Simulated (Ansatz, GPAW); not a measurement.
# hexatriene-1,6-dithiol between two Pt chains: relaxation, then transmission at several levels, part 2 of 5

Wanted: T(E) of hexatriene-1,6-dithiol between two Pt chains at a relaxed geometry in two programs, beside the unrelaxed structure.

GPAW 26.7.0 and Ansatz 0.2.0; Ansatz plane waves; relaxation of the junction with the lead ends held; PAW set soft_1 (the session's first sound run).

So far. Step 2 (Relaxing the atoms): The relaxation lowered the energy of the cell by 1.82 eV.

## Step 3: Plane waves, PBE

A plane-wave run comes first: its basis does not favour the atoms, so it serves as the reference for the orbital bases.

This step: Ansatz plane waves; Landauer transmission by layers, zero bias; PAW set soft_1 (Ansatz 0.2.0).

Input file input.yaml:

```yaml
crystal:
  lattice:
    - [12.1605947539, 0.0, 0.0]
    - [0.0, 9.0, 0.0]
    - [0.0, 0.0, 46.4959728122]
  atoms:
    - { symbol: Pt, position: [0.5, 0.5, 0.0258086868] }
    - { symbol: Pt, position: [0.5, 0.5, 0.0774260604] }
    - { symbol: Pt, position: [0.5, 0.5, 0.129043434] }
    - { symbol: Pt, position: [0.5, 0.5, 0.1806608076] }
    - { symbol: Pt, position: [0.5, 0.5, 0.2322781812] }
    - { symbol: Pt, position: [0.5, 0.5, 0.2838955549] }
    - { symbol: Pt, position: [0.3839203185, 0.509204169, 0.3249689676] }
    - { symbol: Pt, position: [0.427496377, 0.5048601774, 0.3758784507] }
    - { symbol: S, position: [0.3133766896, 0.5075523312, 0.4115042823] }
    - { symbol: C, position: [0.3497823211, 0.5057667824, 0.4465989604] }
    - { symbol: H, position: [0.5269349327, 0.5019249076, 0.4493932648] }
    - { symbol: H, position: [0.2749998414, 0.5070353397, 0.4598179164] }
    - { symbol: C, position: [0.4499669794, 0.5031640668, 0.4615490124] }
    - { symbol: C, position: [0.4527544304, 0.5023051082, 0.4915740715] }
    - { symbol: H, position: [0.627631683, 0.4991069862, 0.4971982631] }
    - { symbol: H, position: [0.3737496217, 0.5034755371, 0.5028792963] }
    - { symbol: C, position: [0.5486195278, 0.5002236886, 0.5085003626] }
    - { symbol: C, position: [0.5513662253, 0.4994951876, 0.5385256793] }
    - { symbol: H, position: [0.7263467979, 0.4963750612, 0.5402992415] }
    - { symbol: H, position: [0.4743690346, 0.5005830951, 0.5506689161] }
    - { symbol: C, position: [0.6515103425, 0.4973380178, 0.5534972326] }
    - { symbol: S, position: [0.6877360509, 0.4959280299, 0.5886049451] }
    - { symbol: Pt, position: [0.5733560096, 0.4976878391, 0.6241784389] }
    - { symbol: Pt, position: [0.6166040795, 0.4959731198, 0.6751068307] }
    - { symbol: Pt, position: [0.5, 0.5, 0.7161044451] }
    - { symbol: Pt, position: [0.5, 0.5, 0.7677218188] }
    - { symbol: Pt, position: [0.5, 0.5, 0.8193391924] }
    - { symbol: Pt, position: [0.5, 0.5, 0.870956566] }
    - { symbol: Pt, position: [0.5, 0.5, 0.9225739396] }
    - { symbol: Pt, position: [0.5, 0.5, 0.9741913132] }
kpoints:
  mp_grid: { grid: [1, 1, 2] }
hamiltonian:
  xc: pbe
  pseudopotentials: { kind: paw, azcp: { folder: soft_1 } }
scf:
  occupations: { method: fermi_dirac, width: 0.1 }
output:
  transmission:
    leads: [[0, 1]]
    e_range: [-2, 2]
    de: 0.025
    kmesh: [1, 1]
    reduced_basis: true
  write_potential: true
  write_density: true
  volumetric_format: npy
  elf: true
```

Started as:

```bash
ansatz run input.yaml --threads 4 --pin off --max-ram 8192MiB --backend cpu --events-out ev --progress --plain --runs-dir out
```

Numbers of over 12 decimals in the logs are rounded to 6 here.

What it wrote:

```text
[...]
Crystal: 30 atoms, lattice volume = 5088.768 Å³
Basis set: ecut = 420 eV, 99493 PW (Γ)
Bands: 198, of which v1, the nominal top of the filled ones, is band 165 counted from 1 (164 counted from 0)
Symmetry: 1 space group operations
[...]
k-points: 2
[...]
SCF iter   1: F=—  HF=-203774.829718 eV  |F-HF|=—  |Δ(HF+E_count)|=         —  Δρ=3.03e-2  dr2=8.24e1  ethr=3.10e-3  ⟨swp⟩=8.5  Hψ=1658  notcnv=0  defer=6
[...]
SCF iter  13: F=-203760.026761 eV  HF=-203760.026761 eV  |F-HF|=2.30e-8  |Δ(HF+E_count)|=   2.38e-7  Δρ=8.93e-7  dr2=9.60e-8  ethr=3.03e-11  ⟨swp⟩=15.0  Hψ=1403  notcnv=0
SCF 1 converged in 13 iterations: F = -203760.026761 eV  dr2 = 9.60e-8
[...]
transmission: 8 of 76 steps passed
transmission: 16 of 76 steps passed
[...]
transmission: 76 of 76 steps passed
WARN: The output density's exchange-correlation potential varies sharply where the density is thin. Do not read a vacuum level from v_tot or v_xc, or from such a field of the output density. On a cell that repeats whose density bears no net charge and no dipole along the vacuum's axis use v_es (v_loc + v_h of the components); under efield.dipole_correction with no amplitude use v_es + v_field, which holds any externa [...]
SCF converged after 13 iterations
Free energy (F): -203760.026761 eV
[...]
Internal energy: -203758.995107 eV  (E = F + TS)
E sigma→0 (E₀):  -203759.510934 eV
Entropy (-TS):   -1.031654 eV (-34.388 meV/atom)
Fermi energy:    -4.111560 eV
[...]
--- Band table (eV) ---
  k-point 0: bands = [... 161 lower, -4.3364, -4.2914, -4.2334, -4.2150, -4.0656, -3.9807, -3.9798, -3.8514, ... 29 higher]
  k-point 1: bands = [... 161 lower, -4.3383, -4.2333, -4.2159, -4.2077, -4.0644, -4.0246, -3.9804, -3.8513, ... 29 higher]
--- Transmission ---
  basis      : 963 plane waves across, 76 finite elements along
  points     : 1, standing for a mesh of 1 x 1
  filling    : by the input's occupations and mesh, since the crystals that have channels conduct as metals do. If one of these is a semiconductor, that mesh has misplaced its level
  energies   : 161 from -2.000000 to 2.000000 eV about the Fermi level, 0.025000 eV apart; the leads are filled to 0.000000 eV, and channels, transmission and decay are at 0.000000 eV
  crystal 0  : Pt1, at the sites [0, 1], period 2.4000 Å, over 28.80 Å; its Hamiltonian steps by up to 26.1 meV: too much for a lead, lay more layers or, if its atoms are ordered, name the step of that order
    offset         : up to 0.0000 Å between an atom of the period and one for which it stands
    filled         : 1.8 meV under the level at which it is neutral
    channels       : 4.000000e0 a spin
    conductance    : 2.8318e14 S/m² at 300 K; may be off by some 0.0 % by where its bands' edges are placed, 0.0 % from the distance to neutral
  junction   : crystal 0 to crystal 0, 0.70 to 44.79 Å
    transmission   : 1.020284e-1 a spin
    conductance    : 8.3859e12 S/m² at 300 K (8.3808e12 on every other energy)
    error estimate : 0.1 % from the energy spacing and 0.0 % from band edges of the leads and from resonances (wavevectors taken as independent; lower de), 49.4 % from the steps of its leads' Hamiltonians or their offsets (lay more layers), 1.6 % from the distance to neutral
    resistance     : 1.1572e-1 Ω µm² beyond half of each lead's own
```

The job ended after 1.9 h (4 threads of Arm Neoverse V1, shared host; peak memory 6.9 GiB; 6.5 h of CPU time).

The column dr2 measures how far the density is from self-consistency, as an energy; F and HF (Harris–Foulkes) agree once it is small.

This step gave:

| Quantity | Value |
| --- | --- |
| free energy | -203760.0268 eV |
| lead level | 0 eV from the Fermi level |
| transmission at the Fermi level (one spin) | 0.1020 |
| open channels of the lead at the Fermi level (one spin) | 4 |
| step of the potential along the lead | 26.1 meV |
| offset of the lead | 0 Å |
| filling of the lead less its bulk value, in size | 1.8 meV |
| conductance | 0.1185 G₀ |

One spin. The transmission, zone mean by energy, zero at the Fermi level:

energy (eV), transmission, zone mean and a bar:
```
   -2.000       0.64 ###################
   -1.900       0.69 #####################
   -1.800       0.71 #####################
   -1.700       0.71 #####################
   -1.600       0.73 ######################
   -1.500       0.86 ##########################
   -1.450       1.00 ##############################
   -1.400       0.13 ####
   -1.300       0.04 #
   -1.200       0.05 ##
   -1.100       0.27 ########
   -1.000       0.91 ###########################
   -0.950       1.00 ##############################
   -0.900       0.95 #############################
   -0.800       0.91 ###########################
   -0.700       0.87 ##########################
   -0.600       0.74 ######################
   -0.500       0.31 #########
   -0.400       0.25 #######
   -0.300       0.70 #####################
   -0.250       0.82 #########################
   -0.200       0.77 #######################
   -0.100       0.31 #########
    0.000       0.10 ###
    0.100       0.06 ##
    0.200       0.05 ##
    0.300       0.10 ###
    0.400       0.79 ########################
    0.500       0.02 #
    0.600       0.00 
    0.700       0.00 
    0.800       0.00 
    0.900       0.00 
    1.000       0.00 
    1.100       0.00 
    1.200       0.00 
    1.300       0.00 
    1.400       0.00 
    1.500       0.00 
    1.600       0.00 
    1.700       0.00 
    1.800       0.00 
    1.900       0.00 
    2.000       0.00
```

One spin. Open channels, zone mean against energy, zero at the Fermi level:

| energy (eV) | open channels, zone mean |
| --- | --- |
| -2.000 | 3 |
| -1.800 | 3 |
| -1.600 | 4 |
| -1.400 | 6 |
| -1.200 | 6 |
| -1.000 | 6 |
| -0.800 | 6 |
| -0.600 | 6 |
| -0.400 | 4 |
| -0.200 | 4 |
| 0.000 | 4 |
| 0.200 | 4 |
| 0.400 | 3 |
| 0.600 | 3 |
| 0.800 | 2 |
| 1.000 | 1 |
| 1.200 | 1 |
| 1.400 | 1 |
| 1.600 | 1 |
| 1.800 | 1 |
| 2.000 | 1 |

Crystal 0, spin -, k parallel (0, 0); distinct values, listed up to 1.5 1/Å. Table of Im kz of the slowest decaying states by energy, zero at the Fermi level:

| energy (eV) | decay 1 (Å⁻¹) | decay 2 (Å⁻¹) | decay 3 (Å⁻¹) | decay 4 (Å⁻¹) |
| --- | --- | --- | --- | --- |
| -2.000 | 0.382 | 0.612 | 0.612 | 1.37 |
| -1.800 | 0.268 | 0.501 | 0.501 | 1.35 |
| -1.600 | 0.343 | 0.343 | 1.33 | 1.36 |
| -1.400 | 1.31 | 1.34 | 1.38 | 1.46 |
| -1.200 | 1.29 | 1.32 | 1.36 | 1.44 |
| -1.000 | 1.27 | 1.30 | 1.34 | 1.42 |
| -0.800 | 1.25 | 1.28 | 1.32 | 1.41 |
| -0.600 | 1.23 | 1.26 | 1.30 | 1.39 |
| -0.400 | 0.110 | 0.110 | 1.21 | 1.24 |
| -0.200 | 0.353 | 1.19 | 1.22 | 1.26 |
| 0.000 | 0.471 | 0.471 | 1.17 | 1.20 |
| 0.200 | 0.556 | 0.556 | 1.15 | 1.18 |
| 0.400 | 0.144 | 0.621 | 0.621 | 1.13 |
| 0.600 | 0.243 | 0.675 | 0.675 | 1.10 |
| 0.800 | 0.0253 | 0.309 | 0.720 | 1.08 |
| 1.000 | 0.113 | 0.116 | 0.361 | 0.758 |
| 1.200 | 0.154 | 0.156 | 0.403 | 0.792 |
| 1.400 | 0.182 | 0.183 | 0.439 | 0.821 |
| 1.600 | 0.201 | 0.203 | 0.470 | 0.848 |
| 1.800 | 0.214 | 0.216 | 0.496 | 0.871 |
| 2.000 | 0.222 | 0.224 | 0.520 | 0.892 |

Crystal 0, spin -, k parallel (0, 0). Table of Re kz of states that move upwards by energy, zero at the Fermi level:

| energy (eV) | channel 1 (Å⁻¹) | channel 2 (Å⁻¹) | channel 3 (Å⁻¹) | channel 4 (Å⁻¹) | channel 5 (Å⁻¹) | channel 6 (Å⁻¹) |
| --- | --- | --- | --- | --- | --- | --- |
| -2.0000 | -0.642 | -0.640 | 0.726 | - | - | - |
| -1.7500 | -0.592 | -0.591 | 0.752 | - | - | - |
| -1.5000 | -0.544 | -0.543 | 0.205 | 0.779 | - | - |
| -1.2500 | -0.498 | -0.496 | 0.372 | 0.386 | 0.387 | 0.808 |
| -1.0000 | -0.452 | -0.450 | 0.487 | 0.617 | 0.617 | 0.839 |
| -0.7500 | -0.406 | -0.404 | 0.578 | 0.824 | 0.824 | 0.877 |
| -0.5000 | -0.360 | -0.358 | 0.654 | 0.923 | 1.08 | 1.08 |
| -0.2500 | -0.313 | -0.312 | 0.716 | 0.983 | - | - |
| 0.0000 | -0.264 | -0.263 | 0.767 | 1.07 | - | - |
| 0.2500 | -0.212 | -0.210 | 0.807 | 1.21 | - | - |
| 0.5000 | -0.151 | -0.148 | 0.840 | - | - | - |
| 0.7500 | -0.0596 | -0.0533 | 0.869 | - | - | - |
| 1.0000 | 0.895 | - | - | - | - | - |
| 1.2500 | 0.919 | - | - | - | - | - |
| 1.5000 | 0.942 | - | - | - | - | - |
| 1.7500 | 0.964 | - | - | - | - | - |
| 2.0000 | 0.985 | - | - | - | - | - |

The electrostatic potential energy of an electron (with the applied field's), less the Fermi level, planar mean oscillates, so the rows of the table below give means over windows of 2.18 Å about each position, cut where the curve ends. Its first 14 maxima inside the range that stand out by 2 % of the span (Å: eV): 2.5: 5.81, 4.8: 5.80, 7.3: 5.76, 9.6: 5.72, 11.9: 5.62, 14.1: 5.06, 16.3: 5.26, 18.3: 4.50, 20.1: 4.53, 22.1: 4.25, 24.4: 4.26, 26.4: 4.53, 28.2: 4.50, 30.2: 5.26. Its first 14 minima: 1.2: 4.40, 3.6: 4.41, 6.0: 4.38, 8.4: 4.33, 10.8: 4.28, 13.2: 4.10, 15.1: 3.98, 17.6: 3.73, 19.2: 4.02, 21.2: 3.41, 23.2: 3.30, 25.3: 3.41, 27.3: 4.02, 28.9: 3.73.

The electrostatic potential energy of an electron (with the applied field's), less the Fermi level, planar mean by z; means over each step:

z (Å), electrostatic potential energy of an electron (with the applied field's), less the Fermi level, planar mean (eV) and a bar from the least value:
```
     1.09       5.04 ############################
     3.27       5.06 #############################
     5.45       5.08 #############################
     7.63       5.09 #############################
     9.81       5.07 #############################
    11.99       4.98 ###########################
    14.17       4.44 ###############
    16.35       4.62 ###################
    18.53       4.12 ########
    20.71       3.91 ####
    22.89       3.75 
    25.07       3.82 ##
    27.25       4.28 ############
    29.43       4.43 ###############
    31.61       4.52 #################
    33.79       4.83 ########################
    35.97       4.93 ##########################
    38.15       4.97 ###########################
    40.33       5.02 ############################
    42.51       5.07 #############################
    44.69       5.11 ##############################
```

The valence density, planar mean oscillates, so the rows of the table below give means over windows of 2.32 Å about each position, cut where the curve ends. Its first 14 maxima inside the range that stand out by 2 % of the span (Å: e/Å³): 1.2: 0.146, 3.6: 0.146, 6.0: 0.145, 8.4: 0.146, 10.8: 0.145, 13.2: 0.146, 15.1: 0.146, 17.4: 0.146, 21.1: 0.0642, 23.2: 0.0644, 25.4: 0.0642, 29.1: 0.146, 31.4: 0.146, 33.3: 0.146. Its first 14 minima: 2.5: 0.0169, 4.8: 0.0167, 7.3: 0.0169, 9.6: 0.0166, 12.1: 0.0171, 14.1: 0.0322, 16.3: 0.0169, 20.1: 0.0249, 22.2: 0.0268, 24.3: 0.0268, 26.4: 0.0249, 30.2: 0.0169, 32.4: 0.0323, 34.4: 0.0171.

The valence density, planar mean by z; means over each step:

| z (Å) | valence density, planar mean (e/Å³) |
| --- | --- |
| 1.16 | 0.0703 |
| 3.48 | 0.0703 |
| 5.80 | 0.0702 |
| 8.12 | 0.0701 |
| 10.44 | 0.0700 |
| 12.76 | 0.0708 |
| 15.08 | 0.0744 |
| 17.40 | 0.0742 |
| 19.72 | 0.0341 |
| 22.04 | 0.0440 |
| 24.36 | 0.0442 |
| 26.68 | 0.0351 |
| 29.00 | 0.0750 |
| 31.32 | 0.0735 |
| 33.64 | 0.0714 |
| 35.96 | 0.0702 |
| 38.28 | 0.0702 |
| 40.60 | 0.0703 |
| 42.92 | 0.0703 |
| 45.24 | 0.0714 |

Valence density in the ca plane at fractional y = 0.496, with atoms of Pt and S and C and H within 0.2 Å of it. It is the smooth field of the valence electrons, not physical close to the nuclei.

Ten steps, logarithmic in the rise over the least value, from '0' (0 e/Å³) to '9' (10 e/Å³), each cell a mean:
```
00000000000000000000000000000000000000000000
00000000000000000000000000000000000000000000
00000000000000000000000000000000000000000000
00000000000000000000000000000000000000000000
00000000000000000011110000000000000000000000
00000000000013321234432100000000000000000000
00000000000135643445553210001122210000000000
00000001211124665554354332222567631000000000
00000014543224666554555676534799853111000011
00100024565455664323346899745799864333211233
13432124566666653111136999743567645787533677
24654345665555653100013676422223347999745899
14566666653224553100001232110011136898645799
24566566653111221000000000000000013565323466
45664334653100000000000000000000001221111122
66653112342000000000000000000000000000000000
55654200110000000000000000000000000000000000
23454100000000000000000000000000000000000000
11121000000000000000000000000000000000000000
00000000000000000000000000000000000000000000
00000000000000000000000000000000000000000000
00000000000000000000000000000000000000000000
00000000000000000000000000000000000000000000
00000000000000000000000000000000000000000000
```
Columns run along c (16.0 Å, from fractional 0.43 to 0.78 of the cell), rows up along a (12.2 Å). Atoms in or near the plane, at fractional coordinates: C at (0.45, 0.35), H at (0.45, 0.53), H at (0.46, 0.27), C at (0.46, 0.45), C at (0.49, 0.45), H at (0.50, 0.63), H at (0.50, 0.37), C at (0.51, 0.55), C at (0.54, 0.55), H at (0.54, 0.73), H at (0.55, 0.47), C at (0.55, 0.65), S at (0.59, 0.69), Pt at (0.62, 0.57) and more.

ELF in the ca plane at fractional y = 0.496, with atoms of Pt and S and C and H within 0.2 Å of it. It is the smooth field of the valence electrons, not physical close to the nuclei.

Ten even steps from '0' (0.00 × 1e-1) to '9' (9.97 × 1e-1), each cell a mean:
```
00000000000000000000000000000000000000000000
00000000000000000000000000000000000000000000
00000000000000000000000000000000000000000000
00000000000000000000000000000000000000133100
00000000000000000000000000000000000000379840
00000000000000000000000000000000011000399983
00000000000000000000000000000000157620179996
11110000111000000000000000000000179994027864
22221101222100000000000000014310069998213642
23333212333210000011111000049972027997555787
45543224553211111112322100079997103641683155
55553345555223332113432100059998435785575798
55553345554333343135553210015763684366225999
34432334443345543355554333114753684476202799
33322223332355553345543576565687336999810268
12111111111355542334435743784156203899940001
00000000001234421122236511576799820489940000
00000000001122211010027888732799960013420000
00000000000111110000026999720389971000000000
00000000000000000000014787510036741000000000
00000000000000000000002454200000110000000000
00000000000000000000000111000000000000000000
00000000000000000000000000000000000000000000
00000000000000000000000000000000000000000000
```
Columns run along c (16.0 Å, from fractional 0.22 to 0.57 of the cell), rows up along a (12.2 Å). Atoms in or near the plane, at fractional coordinates: Pt at (0.23, 0.50), Pt at (0.28, 0.50), Pt at (0.32, 0.38), Pt at (0.38, 0.43), S at (0.41, 0.31), C at (0.45, 0.35), H at (0.45, 0.53), H at (0.46, 0.27), C at (0.46, 0.45), C at (0.49, 0.45), H at (0.50, 0.63), H at (0.50, 0.37), C at (0.51, 0.55), C at (0.54, 0.55) and more.

Electrostatic potential energy in the ca plane at fractional y = 0.496, with atoms of Pt and S and C and H within 0.2 Å of it. With pseudopotentials it is smooth inside the atoms' cores, unlike the true potential.

Ten even steps from '0' (-58 eV) to '9' (2 eV), each cell a mean:
```
99999999999999999999999999999999999999999999
99999999999999999999999999999999999999999999
99999999999999999999999999999999999999999999
99999999999999999999999999999999999999999999
99999999999999999999999999999999999999999999
99999999999999999999999999999999987899877899
99999999999999999999999999999999953688622268
99999999999999999999999999998899985115423248
99999999999999999999999999984589984004643465
88899999999999999999999999986446743468988860
21368999999999999999986799985002400389999860
00027999999877899999974578865325633589999985
00037878898310268999986103510478986369999999
54576201476000038999986103511589999889999999
99983000167300157778742468875479999999999999
99986100379876763224500279998679999999999999
99998766899999862323654468999999999999999999
99999999999999985346898558999999999999999999
99999999999999999899999989999999999999999999
99999999999999999999999999999999999999999999
99999999999999999999999999999999999999999999
99999999999999999999999999999999999999999999
99999999999999999999999999999999999999999999
99999999999999999999999999999999999999999999
```
Columns run along c (16.0 Å, from fractional 0.28 to 0.62 of the cell; values clipped at the 3rd and 97th percentile), rows up along a (12.2 Å). Atoms in or near the plane, at fractional coordinates: Pt at (0.28, 0.50), Pt at (0.32, 0.38), Pt at (0.38, 0.43), S at (0.41, 0.31), C at (0.45, 0.35), H at (0.45, 0.53), H at (0.46, 0.27), C at (0.46, 0.45), C at (0.49, 0.45), H at (0.50, 0.63), H at (0.50, 0.37), C at (0.51, 0.55), C at (0.54, 0.55), H at (0.54, 0.73) and more.

The largest of the program's own error estimates on the conductance is 49 %. T at the Fermi level is 0.102; the potential still steps by 26.1 meV from one lead period to the next, more than the program accepts for a lead, so the cell is too short for a firm reference, and the program's own error estimates apply.

(Continued in part 3 of 5.)

[Logs are printed without paths, hosts, clocks, repeated set-up lines and the standing remarks that a program may print on its own settings, such as how far it seeks lower states.]

[Hosts, paths, dates, database ids (printed as entryN), source tags and the programs' standing remarks are cut or masked in the printed files.]
